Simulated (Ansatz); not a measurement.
Runs of Ansatz 0.2.0 on BN. Symmetry: F-43m, No. 216, cubic system. The conventional cell has a = 3.626 Å, b = 3.626 Å, c = 3.626 Å, α = 90.00°, β = 90.00°, γ = 90.00°. N (site symmetry -43m) has 4 B at 1.57 Å as nearest neighbours. Around B (site symmetry -43m) lie 4 N at 1.57 Å. The cell is a database's computed one.

```tsv
task	level	potentials or basis	cell	k mesh	cutoff (eV)	smearing	basis error allowed	gap on the mesh (eV)	pressure (GPa)	relaxed volume (Å³/atom)
single point	PBE	all-electron LAPW, scalar-relativistic	as given	8 × 8 × 8	370	fermi-dirac 0.04 eV	0.004 eV/atom	4.46	-0.4	-
Born charges and dielectric tensor	LDA	all-electron PAW datasets made for the crystal	as given	13 × 13 × 13	580	fixed	-	4.42	-	-
relaxation of cell and atoms	LDA	all-electron LAPW, scalar-relativistic	relaxed	13 × 13 × 13	-	fermi-dirac 0.05 eV	0.001 eV/atom	4.46	0.0	5.74
single point	PBE	all-electron LAPW, scalar-relativistic	as given	8 × 8 × 8	407	fermi-dirac 0.03 eV	0.002 eV/atom	4.46	-0.4	-
relaxation of cell and atoms	PBE	all-electron LAPW, scalar-relativistic	relaxed	13 × 13 × 13	-	fermi-dirac 0.05 eV	0.001 eV/atom	4.53	0.0	5.95
relaxation of cell and atoms	RPBE+D3(BJ)	all-electron LAPW, scalar-relativistic	relaxed	13 × 13 × 13	-	fermi-dirac 0.05 eV	0.001 eV/atom	(a)	0.0	5.73
single point	PBE	all-electron LAPW, scalar-relativistic	as given	13 × 13 × 13	446	gaussian 0.03 eV	0.001 eV/atom	4.53	-0.4	-
band structure	RPBE	all-electron LAPW, scalar-relativistic	as given	13 × 13 × 13	445	fermi-dirac 0.05 eV	0.001 eV/atom	4.57	(b)	-
relaxation of cell and atoms	RPBE	all-electron LAPW, scalar-relativistic	relaxed	13 × 13 × 13	-	fermi-dirac 0.05 eV	0.001 eV/atom	4.55	0.0	6.05
relaxation of cell and atoms	BLYP+D3(BJ)	all-electron LAPW, scalar-relativistic	relaxed	13 × 13 × 13	-	fermi-dirac 0.05 eV	0.001 eV/atom	4.94	0.0	5.89
phonons	PBE	all-electron LAPW, scalar-relativistic	as given	10 × 10 × 10	474	fermi-dirac 0.05 eV	0.001 eV/atom	4.46	-	-
single point	PBE	all-electron LAPW, scalar-relativistic	as given	13 × 13 × 13	446	gaussian 0.029 eV	0.001 eV/atom	4.53	-0.4	-
```

Alike in all rows: no spin polarisation.

Task: Fill in the values left out.

Result: (a) 4.61; (b) 5.4.

Caveats: an odd mesh through Γ misses points on the zone boundary, where band edges often lie (some runs); the program warned that the printed levels may be off, so bands, gaps and densities of states are rough (some runs).

The runs don't all hold the same shells in valence.
